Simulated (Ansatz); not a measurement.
Relaxing Pt

Computed with Ansatz, DFT PBE, scalar-relativistic, plane waves, PAW. Cutoff 420 eV, Γ-centred k mesh, Gaussian smearing, no spin polarisation in the final step.

Pt was placed on the black phosphorus structure type (Cmce, No. 64), at a guessed volume.

```
CELL_PARAMETERS angstrom
1.57941 -5.01021 0.00000
1.57941 5.01021 0.00000
0.00000 0.00000 4.17995
ATOMIC_POSITIONS crystal
Pt 0.09800 0.90200 0.91000
Pt 0.59800 0.40200 0.59000
Pt 0.90200 0.09800 0.09000
Pt 0.40200 0.59800 0.41000
```

Cell and atoms relax at zero pressure; the relaxation can't lower the symmetry of the start. After a coarse first stage the cell is made exact in the group found at 0.06 Å.

Energies count from the standard state of Pt at the same level.

**Question.** Describe the relaxed structure.

**Answer.** It ends in Fmmm (No. 69). Conventional cell: a = 2.726 Å, b = 4.766 Å, c = 10.037 Å. Pt is coordinated by 9 Pt at 2.62–2.76 Å.

```xyz
2
Lattice="0.0000 2.3830 5.0184 1.3630 0.0000 5.0184 1.3630 2.3830 0.0000" Properties=species:S:1:pos:R:3 pbc="T T T"
Pt    1.3630    2.3830    1.3098
Pt    1.3630    2.3830    8.7270
```

**Question.** What are its volume, energy, density and gap?

**Answer.** The volume per atom is 16.30 Å³, the density is 19.87 g/cm³ and the energy over the standard structure is 0.07 eV/atom. The gap on the 24×24×24 mesh is 0 eV (a metal).

The final run used a 24×24×24 mesh on its 2-atom cell and 0.10 eV smearing. For metals, differences of a few meV/atom aren't resolved. Spin–orbit coupling is left out. A structure relaxed within its symmetry needn't be a true minimum.